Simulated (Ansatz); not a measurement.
Wanted: the native input for an Ansatz 0.2.0 run.

- Task: single point
- Functional: PBE
- Potentials or basis: all-electron LAPW, scalar-relativistic
- Cutoff: 355 eV (chosen from the basis error)
- Basis error allowed: 0.001 eV/atom
- k mesh: 10 × 10 × 10
- Occupations: gaussian, width 0.023 eV
- Spin: no spin polarisation

Crystal: TaN.

```xyz
2
Lattice="0.0000 2.2113 2.2113 2.2113 0.0000 2.2113 2.2113 2.2113 0.0000" Properties=species:S:1:pos:R:3 pbc="T T T"
Ta    2.2113    2.2113    2.2113
N     0.0000    0.0000    0.0000
```

The cell comes from a database or a generator and needn't be the stable form of this composition.

The input as run:

input.yaml

```yaml
crystal:
  lattice:
    - [0.0, 2.211323, 2.211323]
    - [2.211323, 0.0, 2.211323]
    - [2.211323, 2.211323, 0.0]
  atoms:
    - { symbol: Ta, position: [0.5, 0.5, 0.5] }
    - { symbol: "N", position: [0.0, 0.0, 0.0] }
kpoints:
  mp_grid: { grid: [10, 10, 10] }
scf:
  occupations: { method: gaussian, width: 0.023 }
hamiltonian:
  xc: pbe
  pseudopotentials: { kind: all_electron, lapw: { basis_error: 0.001 } }
output:
  forces: true
  stress: true
  eigenvalues: true
```

Potentials or basis: all-electron LAPW, scalar-relativistic.

Launch:

```bash
$ ansatz run input.yaml --threads 1 --pin off --max-ram 3072MiB --backend cpu --events-out ev --progress --plain --runs-dir out
```

It gave:

```yaml
Pressure: -1.2 GPa
Band_gap_on_the_k_mesh: none (metal or under the smearing width)
```

Wall time 11 s on 1 thread of Arm Neoverse V2 (shared host), peak memory 0.33 GiB.
